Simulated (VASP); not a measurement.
# W (Fm-3m) in VASP: notebook, part 3 of 8

VASP 6.6.1.

## 16. Equation of state, PBE, 16.23 Å³/atom

Contents of INCAR:

```
  PREC = Accurate
  ENCUT = 900
  EDIFF = 1E-7
  ISMEAR = 0
  SIGMA = 0.1
  LREAL = False
  LASPH = True
  NELM = 100
  ALGO = Normal
  ISIF = 2
  LWAVE = False
  LCHARG = False
  GGA = PE
  ADDGRID = False
```

Contents of KPOINTS:

```
Automatic mesh
0
Gamma
  15 15 15
```

Contents of POSCAR:

```
W
1.0
    0.0000000000      2.0094935475      2.0094935475
    2.0094935475      0.0000000000      2.0094935475
    2.0094935475      2.0094935475      0.0000000000
W
1
Direct
    0.0000000000      0.0000000000      0.0000000000
```

Launch:

```bash
$ cat potpaw_PBE.64/W_sv/POTCAR > POTCAR
$ mpirun -np 1 vasp_std > vasp.out
```

Wall time 23 s (1 thread of Intel Xeon Platinum 8488C (Sapphire Rapids), shared host); peak memory 0.2 GiB.

These settings aren't checked as converged: the numbers below hold their error.

Results:

```yaml
Free_energy: -12.4741 eV
Pressure: 4.1 GPa
Band_gap_on_the_k_mesh: none (metal or under the smearing width)
```

## 17. Equation of state, PBE, 17.23 Å³/atom

INCAR is that of step 16.

KPOINTS is that of step 16.

Contents of POSCAR:

```
W
1.0
    0.0000000000      2.0501003171      2.0501003171
    2.0501003171      0.0000000000      2.0501003171
    2.0501003171      2.0501003171      0.0000000000
W
1
Direct
    0.0000000000      0.0000000000      0.0000000000
```

Launch:

```bash
$ cat potpaw_PBE.64/W_sv/POTCAR > POTCAR
$ mpirun -np 1 vasp_std > vasp.out
```

Wall time 31 s (1 thread of Intel Xeon Platinum 8488C (Sapphire Rapids), shared host); peak memory 0.2 GiB.

These settings aren't checked as converged: the numbers below hold their error.

Results:

| Item | Value |
| --- | --- |
| Free energy | -12.4475 eV |
| Pressure | -11.9 GPa |
| Band gap on the k mesh | none (metal or under the smearing width) |

## 18. Equation of state, PBE, 16.23 Å³/atom

Edit INCAR of step 17 so:

```diff
@@ -1,6 +1,6 @@
   PREC = Accurate
-  ENCUT = 900
+  ENCUT = 200
   EDIFF = 1E-7
   ISMEAR = 0
-  SIGMA = 0.1
+  SIGMA = 0.15
   LREAL = False
```

Contents of KPOINTS:

```
Automatic mesh
0
Gamma
  5 5 5
```

Contents of POSCAR:

```
W
1.0
    0.0000000000      2.0094935475      2.0094935475
    2.0094935475      0.0000000000      2.0094935475
    2.0094935475      2.0094935475      0.0000000000
W
1
Direct
    0.0000000000      0.0000000000      0.0000000000
```

Potentials or basis: VASP PAW PBE potentials, release 64 (W_sv).

Launch:

```bash
$ cat potpaw_PBE.64/W_sv/POTCAR > POTCAR
$ mpirun -np 1 vasp_std > vasp.out
```

Run time: 2.3 s. Hardware: 1 thread of Intel Xeon Platinum 8488C (Sapphire Rapids), shared host; peak memory 0.11 GiB.

The run converged, but a check on its numbers failed (symmetry, net force, bounds or a known fault of this set-up), so they aren't taken as properties of the crystal.

Caveat: the k mesh is coarse (spacing up to 0.54 Å⁻¹), so the values aren't converged; the cutoff lies under the usual one of these potentials, so the numbers hold a large basis-set error.

## 19. Equation of state, PBE, 17.23 Å³/atom

INCAR is that of step 18.

KPOINTS is that of step 18.

Contents of POSCAR:

```
W
1.0
    0.0000000000      2.0501003171      2.0501003171
    2.0501003171      0.0000000000      2.0501003171
    2.0501003171      2.0501003171      0.0000000000
W
1
Direct
    0.0000000000      0.0000000000      0.0000000000
```

Launch:

```bash
$ cat potpaw_PBE.64/W_sv/POTCAR > POTCAR
$ mpirun -np 1 vasp_std > vasp.out
```

Wall time 2.3 s (1 thread of Intel Xeon Platinum 8488C (Sapphire Rapids), shared host); peak memory 0.11 GiB.

The run converged, but a check on its numbers failed (symmetry, net force, bounds or a known fault of this set-up), so they aren't taken as properties of the crystal.

Caveat: the k mesh is coarse (spacing up to 0.53 Å⁻¹), so the values aren't converged; the cutoff lies under the usual one of these potentials, so the numbers hold a large basis-set error.

## 20. Equation of state, PBE, 16.23 Å³/atom

Edit INCAR of step 19 so:

```diff
@@ -1,3 +1,3 @@
   PREC = Accurate
-  ENCUT = 200
+  ENCUT = 250
   EDIFF = 1E-7
```

KPOINTS is that of step 19.

Contents of POSCAR:

```
W
1.0
    0.0000000000      2.0094935475      2.0094935475
    2.0094935475      0.0000000000      2.0094935475
    2.0094935475      2.0094935475      0.0000000000
W
1
Direct
    0.0000000000      0.0000000000      0.0000000000
```

Launch:

```bash
$ cat potpaw_PBE.64/W_sv/POTCAR > POTCAR
$ mpirun -np 1 vasp_std > vasp.out
```

Wall time 2.3 s (1 thread of Intel Xeon Platinum 8488C (Sapphire Rapids), shared host); peak memory 0.11 GiB.

The run converged, but some of its settings lie outside the range that counts as converged, so its numbers aren't taken as properties of the crystal.

Results:

```yaml
Free_energy: -12.4997 eV
Band_gap_on_the_k_mesh: none (metal or under the smearing width)
```

Caveat: the k mesh is coarse (spacing up to 0.54 Å⁻¹), so the values aren't converged; the cutoff is under 1.25 times the usual one of these potentials, so pressure, stress and relaxed cells hold a basis-set (Pulay) error.

## 21. Equation of state, PBE, 17.23 Å³/atom

INCAR is that of step 20.

KPOINTS is that of step 20.

Contents of POSCAR:

```
W
1.0
    0.0000000000      2.0501003171      2.0501003171
    2.0501003171      0.0000000000      2.0501003171
    2.0501003171      2.0501003171      0.0000000000
W
1
Direct
    0.0000000000      0.0000000000      0.0000000000
```

Potentials or basis: VASP PAW PBE potentials, release 64 (W_sv).

Launch:

```bash
$ cat potpaw_PBE.64/W_sv/POTCAR > POTCAR
$ mpirun -np 1 vasp_std > vasp.out
```

It took 2.1 s on 1 thread of Intel Xeon Platinum 8488C (Sapphire Rapids), shared host; peak memory 0.11 GiB.

The run converged, but some of its settings lie outside the range that counts as converged, so its numbers aren't taken as properties of the crystal.

What came out:

```yaml
Free_energy: -12.4717 eV
Band_gap_on_the_k_mesh: none (metal or under the smearing width)
```

Caveat: the k mesh is coarse (spacing up to 0.53 Å⁻¹), so the values aren't converged; the cutoff is under 1.25 times the usual one of these potentials, so pressure, stress and relaxed cells hold a basis-set (Pulay) error.

## 22. Equation of state, PBE, 16.23 Å³/atom

Edit INCAR of step 21 so:

```diff
@@ -1,3 +1,3 @@
   PREC = Accurate
-  ENCUT = 250
+  ENCUT = 200
   EDIFF = 1E-7
```

Contents of KPOINTS:

```
Automatic mesh
0
Gamma
  6 6 6
```

Contents of POSCAR:

```
W
1.0
    0.0000000000      2.0094935475      2.0094935475
    2.0094935475      0.0000000000      2.0094935475
    2.0094935475      2.0094935475      0.0000000000
W
1
Direct
    0.0000000000      0.0000000000      0.0000000000
```

Launch:

```bash
$ cat potpaw_PBE.64/W_sv/POTCAR > POTCAR
$ mpirun -np 1 vasp_std > vasp.out
```

Wall time 2.4 s (1 thread of Intel Xeon Platinum 8488C (Sapphire Rapids), shared host); peak memory 0.1 GiB.

The run converged, but a check on its numbers failed (symmetry, net force, bounds or a known fault of this set-up), so they aren't taken as properties of the crystal.

Caveat: the k mesh is coarse (spacing up to 0.45 Å⁻¹), so the values aren't converged; the cutoff lies under the usual one of these potentials, so the numbers hold a large basis-set error.

## 23. Equation of state, PBE, 17.23 Å³/atom

INCAR is that of step 22.

KPOINTS is that of step 22.

Contents of POSCAR:

```
W
1.0
    0.0000000000      2.0501003171      2.0501003171
    2.0501003171      0.0000000000      2.0501003171
    2.0501003171      2.0501003171      0.0000000000
W
1
Direct
    0.0000000000      0.0000000000      0.0000000000
```

Launch:

```bash
$ cat potpaw_PBE.64/W_sv/POTCAR > POTCAR
$ mpirun -np 1 vasp_std > vasp.out
```

Run time: 2.5 s. Hardware: 1 thread of Intel Xeon Platinum 8488C (Sapphire Rapids), shared host; peak memory 0.11 GiB.

The run converged, but a check on its numbers failed (symmetry, net force, bounds or a known fault of this set-up), so they aren't taken as properties of the crystal.

Caveat: the k mesh is coarse (spacing up to 0.44 Å⁻¹), so the values aren't converged; the cutoff lies under the usual one of these potentials, so the numbers hold a large basis-set error.

## 24. Equation of state, PBE, 16.23 Å³/atom

Edit INCAR of step 23 so:

```diff
@@ -1,3 +1,3 @@
   PREC = Accurate
-  ENCUT = 200
+  ENCUT = 350
   EDIFF = 1E-7
```

Contents of KPOINTS:

```
Automatic mesh
0
Gamma
  5 5 5
```

Contents of POSCAR:

```
W
1.0
    0.0000000000      2.0094935475      2.0094935475
    2.0094935475      0.0000000000      2.0094935475
    2.0094935475      2.0094935475      0.0000000000
W
1
Direct
    0.0000000000      0.0000000000      0.0000000000
```

Potentials or basis: VASP PAW PBE potentials, release 64 (W_sv).

Launch:

```bash
$ cat potpaw_PBE.64/W_sv/POTCAR > POTCAR
$ mpirun -np 1 vasp_std > vasp.out
```

It took 3.3 s on 1 thread of Intel Xeon Platinum 8488C (Sapphire Rapids), shared host; peak memory 0.11 GiB.

These settings aren't checked as converged: the numbers below hold their error.

What came out:

```
Free energy            : -12.5002 eV
Pressure               : 3.5 GPa
Band gap on the k mesh : none (metal or under the smearing width)
```

Caveat: the k mesh is coarse (spacing up to 0.54 Å⁻¹), so the values aren't converged.

## 25. Equation of state, PBE, 17.23 Å³/atom

INCAR is that of step 24.

KPOINTS is that of step 24.

Contents of POSCAR:

```
W
1.0
    0.0000000000      2.0501003171      2.0501003171
    2.0501003171      0.0000000000      2.0501003171
    2.0501003171      2.0501003171      0.0000000000
W
1
Direct
    0.0000000000      0.0000000000      0.0000000000
```

Launch:

```bash
$ cat potpaw_PBE.64/W_sv/POTCAR > POTCAR
$ mpirun -np 1 vasp_std > vasp.out
```

Wall time 2.9 s (1 thread of Intel Xeon Platinum 8488C (Sapphire Rapids), shared host); peak memory 0.11 GiB.

These settings aren't checked as converged: the numbers below hold their error.

What came out:

* Free energy: -12.4714 eV
* Pressure: -12.5 GPa
* Band gap on the k mesh: none (metal or under the smearing width)

Caveat: the k mesh is coarse (spacing up to 0.53 Å⁻¹), so the values aren't converged.

## 26. Equation of state, PBE, 16.23 Å³/atom

Edit INCAR of step 25 so:

```diff
@@ -1,3 +1,3 @@
   PREC = Accurate
-  ENCUT = 350
+  ENCUT = 250
   EDIFF = 1E-7
```

Contents of KPOINTS:

```
Automatic mesh
0
Gamma
  6 6 6
```

Contents of POSCAR:

```
W
1.0
    0.0000000000      2.0094935475      2.0094935475
    2.0094935475      0.0000000000      2.0094935475
    2.0094935475      2.0094935475      0.0000000000
W
1
Direct
    0.0000000000      0.0000000000      0.0000000000
```

Launch:

```bash
$ cat potpaw_PBE.64/W_sv/POTCAR > POTCAR
$ mpirun -np 1 vasp_std > vasp.out
```

It took 1.7 s on 1 thread of Intel Xeon Platinum 8488C (Sapphire Rapids), shared host; peak memory 0.11 GiB.

The run converged, but some of its settings lie outside the range that counts as converged, so its numbers aren't taken as properties of the crystal.

What came out:

```
Free energy            : -12.4207 eV
Band gap on the k mesh : none (metal or under the smearing width)
```

Caveat: the k mesh is coarse (spacing up to 0.45 Å⁻¹), so the values aren't converged; the cutoff is under 1.25 times the usual one of these potentials, so pressure, stress and relaxed cells hold a basis-set (Pulay) error.

## 27. Equation of state, PBE, 17.23 Å³/atom

INCAR is that of step 26.

KPOINTS is that of step 26.

Contents of POSCAR:

```
W
1.0
    0.0000000000      2.0501003171      2.0501003171
    2.0501003171      0.0000000000      2.0501003171
    2.0501003171      2.0501003171      0.0000000000
W
1
Direct
    0.0000000000      0.0000000000      0.0000000000
```

Potentials or basis: VASP PAW PBE potentials, release 64 (W_sv).

Launch:

```bash
$ cat potpaw_PBE.64/W_sv/POTCAR > POTCAR
$ mpirun -np 1 vasp_std > vasp.out
```

It took 1.9 s on 1 thread of Intel Xeon Platinum 8488C (Sapphire Rapids), shared host; peak memory 0.11 GiB.

These settings aren't checked as converged: the numbers below hold their error.

What came out:

```yaml
Free_energy: -12.3999 eV
Band_gap_on_the_k_mesh: none (metal or under the smearing width)
```

Caveat: the k mesh is coarse (spacing up to 0.44 Å⁻¹), so the values aren't converged; the cutoff is under 1.25 times the usual one of these potentials, so pressure, stress and relaxed cells hold a basis-set (Pulay) error.

## 28. Equation of state, PBE, 16.23 Å³/atom

Edit INCAR of step 27 so:

```diff
@@ -1,3 +1,3 @@
   PREC = Accurate
-  ENCUT = 250
+  ENCUT = 400
   EDIFF = 1E-7
```

Contents of KPOINTS:

```
Automatic mesh
0
Gamma
  5 5 5
```

Contents of POSCAR:

```
W
1.0
    0.0000000000      2.0094935475      2.0094935475
    2.0094935475      0.0000000000      2.0094935475
    2.0094935475      2.0094935475      0.0000000000
W
1
Direct
    0.0000000000      0.0000000000      0.0000000000
```

Launch:

```bash
$ cat potpaw_PBE.64/W_sv/POTCAR > POTCAR
$ mpirun -np 1 vasp_std > vasp.out
```

Wall time 2.4 s (1 thread of Intel Xeon Platinum 8488C (Sapphire Rapids), shared host); peak memory 0.12 GiB.

The run converged, but some of its settings lie outside the range that counts as converged, so its numbers aren't taken as properties of the crystal.

Results:

```yaml
Free_energy: -12.5003 eV
Pressure: 3.7 GPa
Band_gap_on_the_k_mesh: none (metal or under the smearing width)
```

Caveat: the k mesh is coarse (spacing up to 0.54 Å⁻¹), so the values aren't converged.

## 29. Equation of state, PBE, 17.23 Å³/atom

INCAR is that of step 28.

KPOINTS is that of step 28.

Contents of POSCAR:

```
W
1.0
    0.0000000000      2.0501003171      2.0501003171
    2.0501003171      0.0000000000      2.0501003171
    2.0501003171      2.0501003171      0.0000000000
W
1
Direct
    0.0000000000      0.0000000000      0.0000000000
```

Launch:

```bash
$ cat potpaw_PBE.64/W_sv/POTCAR > POTCAR
$ mpirun -np 1 vasp_std > vasp.out
```

Run time: 2.3 s. Hardware: 1 thread of Intel Xeon Platinum 8488C (Sapphire Rapids), shared host; peak memory 0.12 GiB.

The run converged, but some of its settings lie outside the range that counts as converged, so its numbers aren't taken as properties of the crystal.

What came out:

| Property | Result |
| --- | --- |
| Free energy | -12.4715 eV |
| Pressure | -12.2 GPa |
| Band gap on the k mesh | none (metal or under the smearing width) |

Caveat: the k mesh is coarse (spacing up to 0.53 Å⁻¹), so the values aren't converged.

## 30. Equation of state, PBE, 16.23 Å³/atom

Edit INCAR of step 29 so:

```diff
@@ -1,3 +1,3 @@
   PREC = Accurate
-  ENCUT = 400
+  ENCUT = 500
   EDIFF = 1E-7
```

KPOINTS is that of step 29.

Contents of POSCAR:

```
W
1.0
    0.0000000000      2.0094935475      2.0094935475
    2.0094935475      0.0000000000      2.0094935475
    2.0094935475      2.0094935475      0.0000000000
W
1
Direct
    0.0000000000      0.0000000000      0.0000000000
```

Potentials or basis: VASP PAW PBE potentials, release 64 (W_sv).

Launch:

```bash
$ cat potpaw_PBE.64/W_sv/POTCAR > POTCAR
$ mpirun -np 1 vasp_std > vasp.out
```

Run time: 3 s. Hardware: 1 thread of Intel Xeon Platinum 8488C (Sapphire Rapids), shared host; peak memory 0.13 GiB.

These settings aren't checked as converged: the numbers below hold their error.

What came out:

```
Free energy            : -12.5002 eV
Pressure               : 3.7 GPa
Band gap on the k mesh : none (metal or under the smearing width)
```

Caveat: the k mesh is coarse (spacing up to 0.54 Å⁻¹), so the values aren't converged.

## 31. Equation of state, PBE, 17.23 Å³/atom

INCAR is that of step 30.

KPOINTS is that of step 30.

Contents of POSCAR:

```
W
1.0
    0.0000000000      2.0501003171      2.0501003171
    2.0501003171      0.0000000000      2.0501003171
    2.0501003171      2.0501003171      0.0000000000
W
1
Direct
    0.0000000000      0.0000000000      0.0000000000
```

Launch:

```bash
$ cat potpaw_PBE.64/W_sv/POTCAR > POTCAR
$ mpirun -np 1 vasp_std > vasp.out
```

Wall time 2.9 s (1 thread of Intel Xeon Platinum 8488C (Sapphire Rapids), shared host); peak memory 0.13 GiB.

The run converged, but some of its settings lie outside the range that counts as converged, so its numbers aren't taken as properties of the crystal.

What came out:

```
Free energy            : -12.4714 eV
Pressure               : -12.2 GPa
Band gap on the k mesh : none (metal or under the smearing width)
```

Caveat: the k mesh is coarse (spacing up to 0.53 Å⁻¹), so the values aren't converged.

## 32. Equation of state, PBE, 16.23 Å³/atom

Edit INCAR of step 31 so:

```diff
@@ -1,3 +1,3 @@
   PREC = Accurate
-  ENCUT = 500
+  ENCUT = 350
   EDIFF = 1E-7
```

Contents of KPOINTS:

```
Automatic mesh
0
Gamma
  6 6 6
```

Contents of POSCAR:

```
W
1.0
    0.0000000000      2.0094935475      2.0094935475
    2.0094935475      0.0000000000      2.0094935475
    2.0094935475      2.0094935475      0.0000000000
W
1
Direct
    0.0000000000      0.0000000000      0.0000000000
```

Launch:

```bash
$ cat potpaw_PBE.64/W_sv/POTCAR > POTCAR
$ mpirun -np 1 vasp_std > vasp.out
```

Run time: 2.3 s. Hardware: 1 thread of Intel Xeon Platinum 8488C (Sapphire Rapids), shared host; peak memory 0.12 GiB.

The run converged, but some of its settings lie outside the range that counts as converged, so its numbers aren't taken as properties of the crystal.

Results:

```
Free energy            : -12.4210 eV
Pressure               : 4.1 GPa
Band gap on the k mesh : none (metal or under the smearing width)
```

Caveat: the k mesh is coarse (spacing up to 0.45 Å⁻¹), so the values aren't converged.

## 33. Equation of state, PBE, 17.23 Å³/atom

INCAR is that of step 32.

KPOINTS is that of step 32.

Contents of POSCAR:

```
W
1.0
    0.0000000000      2.0501003171      2.0501003171
    2.0501003171      0.0000000000      2.0501003171
    2.0501003171      2.0501003171      0.0000000000
W
1
Direct
    0.0000000000      0.0000000000      0.0000000000
```

Potentials or basis: VASP PAW PBE potentials, release 64 (W_sv).

Launch:

```bash
$ cat potpaw_PBE.64/W_sv/POTCAR > POTCAR
$ mpirun -np 1 vasp_std > vasp.out
```

Wall time 2.3 s (1 thread of Intel Xeon Platinum 8488C (Sapphire Rapids), shared host); peak memory 0.11 GiB.

These settings aren't checked as converged: the numbers below hold their error.

Results:

* Free energy: -12.3993 eV
* Pressure: -11.2 GPa
* Band gap on the k mesh: none (metal or under the smearing width)

Caveat: the k mesh is coarse (spacing up to 0.44 Å⁻¹), so the values aren't converged.

## 34. Equation of state, PBE, 16.23 Å³/atom

Edit INCAR of step 33 so:

```diff
@@ -1,3 +1,3 @@
   PREC = Accurate
-  ENCUT = 350
+  ENCUT = 400
   EDIFF = 1E-7
```

KPOINTS is that of step 33.

Contents of POSCAR:

```
W
1.0
    0.0000000000      2.0094935475      2.0094935475
    2.0094935475      0.0000000000      2.0094935475
    2.0094935475      2.0094935475      0.0000000000
W
1
Direct
    0.0000000000      0.0000000000      0.0000000000
```

Launch:

```bash
$ cat potpaw_PBE.64/W_sv/POTCAR > POTCAR
$ mpirun -np 1 vasp_std > vasp.out
```

Wall time 2.7 s (1 thread of Intel Xeon Platinum 8488C (Sapphire Rapids), shared host); peak memory 0.12 GiB.

The run converged, but some of its settings lie outside the range that counts as converged, so its numbers aren't taken as properties of the crystal.

Results:

```yaml
Free_energy: -12.4216 eV
Pressure: 4.4 GPa
Band_gap_on_the_k_mesh: none (metal or under the smearing width)
```

Caveat: the k mesh is coarse (spacing up to 0.45 Å⁻¹), so the values aren't converged.

## 35. Equation of state, PBE, 17.23 Å³/atom

INCAR is that of step 34.

KPOINTS is that of step 34.

Contents of POSCAR:

```
W
1.0
    0.0000000000      2.0501003171      2.0501003171
    2.0501003171      0.0000000000      2.0501003171
    2.0501003171      2.0501003171      0.0000000000
W
1
Direct
    0.0000000000      0.0000000000      0.0000000000
```

Launch:

```bash
$ cat potpaw_PBE.64/W_sv/POTCAR > POTCAR
$ mpirun -np 1 vasp_std > vasp.out
```

It took 2.5 s on 1 thread of Intel Xeon Platinum 8488C (Sapphire Rapids), shared host; peak memory 0.12 GiB.

The run converged, but some of its settings lie outside the range that counts as converged, so its numbers aren't taken as properties of the crystal.

What came out:

* Free energy: -12.3994 eV
* Pressure: -11.0 GPa
* Band gap on the k mesh: none (metal or under the smearing width)

Caveat: the k mesh is coarse (spacing up to 0.44 Å⁻¹), so the values aren't converged.

## 36. Equation of state, PBE, 16.23 Å³/atom

Edit INCAR of step 35 so:

```diff
@@ -1,3 +1,3 @@
   PREC = Accurate
-  ENCUT = 400
+  ENCUT = 600
   EDIFF = 1E-7
```

Contents of KPOINTS:

```
Automatic mesh
0
Gamma
  5 5 5
```

Contents of POSCAR:

```
W
1.0
    0.0000000000      2.0094935475      2.0094935475
    2.0094935475      0.0000000000      2.0094935475
    2.0094935475      2.0094935475      0.0000000000
W
1
Direct
    0.0000000000      0.0000000000      0.0000000000
```

Potentials or basis: VASP PAW PBE potentials, release 64 (W_sv).

Launch:

```bash
$ cat potpaw_PBE.64/W_sv/POTCAR > POTCAR
$ mpirun -np 1 vasp_std > vasp.out
```

It took 2.7 s on 1 thread of Intel Xeon Platinum 8488C (Sapphire Rapids), shared host; peak memory 0.13 GiB.

These settings aren't checked as converged: the numbers below hold their error.

What came out:

| Item | Value |
| --- | --- |
| Free energy | -12.5003 eV |
| Pressure | 3.8 GPa |
| Band gap on the k mesh | none (metal or under the smearing width) |

Caveat: the k mesh is coarse (spacing up to 0.54 Å⁻¹), so the values aren't converged.

(Continued in part 4 of 8.)
